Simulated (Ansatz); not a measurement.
# AlN: the cost of one run

Computed with Ansatz 0.2.0 (DFT r2SCAN, scalar-relativistic, plane waves, PAW, unless a step's input says otherwise).

1 further run of the same task is left out (set aside as unsound or not needed).

### Step 1. The system as given

It takes space group P6_3mc (No. 186, hexagonal). The conventional cell has a = 3.183 Å, b = 3.183 Å, c = 5.184 Å, α = 90.00°, β = 90.00°, γ = 120.00°. Around Ga (site symmetry 3m) lie 4 N at 1.95 Å. N (site symmetry 3m) has 4 Ga at 1.95 Å as nearest neighbours.

Structure file:

```
Ga N
1.0
     3.18310    0.00000    0.00000
    -1.59155    2.75664    0.00000
     0.00000    0.00000    5.18358
Ga N
2 2
Direct
  0.66667 0.33333 0.49911
  0.33333 0.66667 0.99911
  0.66667 0.33333 0.87589
  0.33333 0.66667 0.37589
```

It goes back to an entry of the Materials Project.

This cell was relaxed beforehand with the same method: volume 11.37 Å³/atom, gap on the mesh 2.35 eV.

### Step 2. Ga → Al: the starting cell

The start of AlN: fractional positions of relaxed GaN, cell scaled by 0.997, a guess from tabulated radii.

### Step 3. Quick check of gap, pressure and forces (AlN)

The input, input.yaml:

```yaml
crystal:
  lattice:
    - [3.172613253, 0.0, 0.0]
    - [-1.5863066265, 2.7475636735, 0.0]
    - [0.0, 0.0, 5.1665105932]
  atoms:
    - { symbol: Al, position: [0.6666666667, 0.3333333333, 0.4991072756] }
    - { symbol: Al, position: [0.3333333333, 0.6666666667, 0.9991072756] }
    - { symbol: "N", position: [0.6666666667, 0.3333333333, 0.8758927244] }
    - { symbol: "N", position: [0.3333333333, 0.6666666667, 0.3758927244] }
basis:
  ecutwfc: 500
kpoints:
  mp_grid: { grid: [6, 6, 4] }
hamiltonian:
  xc: r2scan
scf:
  occupations: { method: gaussian, width: 0.1 }
output:
  forces: true
  stress: true
  eigenvalues: true
```

Started as:

```
$ ansatz run input.yaml --threads 1 --pin off --max-ram 2560MiB --backend cpu --events-out ev --progress --plain --runs-dir out
```

Q: Estimate wall time and peak memory on 1 thread of Oxide Virtual Turin-like (Zen 5), shared host.

About 2.5 s, with a peak of 0.43 GiB.
